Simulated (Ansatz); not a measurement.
Ti (omega (AlB2-type)): energy against volume

All numbers below come from DFT, PBE, plane waves (420 eV) with PAW, scalar-relativistic (Ansatz 0.2.0).

The cell is scaled uniformly from the relaxed one, with fractional coordinates and shape fixed. Energies are extrapolated to zero smearing, pressures are those at the given smearing. Magnetic state: non-magnetic.

A Birch-Murnaghan fit gives V₀ = 17.14 Å³/atom, B₀ = 112 GPa, B₀′ = 3.6.

(1) What are the energy above the minimum and the pressure at 15.085 Å³/atom?

(2) What are the energy above the minimum and the pressure at 17.828 Å³/atom?

(3) What are the energy above the minimum and the pressure at 19.199 Å³/atom?

Answers

(1) 105.3 meV/atom and 18.02 GPa as computed.

(2) 9.0 meV/atom and -4.08 GPa as computed.

(3) 72.5 meV/atom and -10.31 GPa as computed.
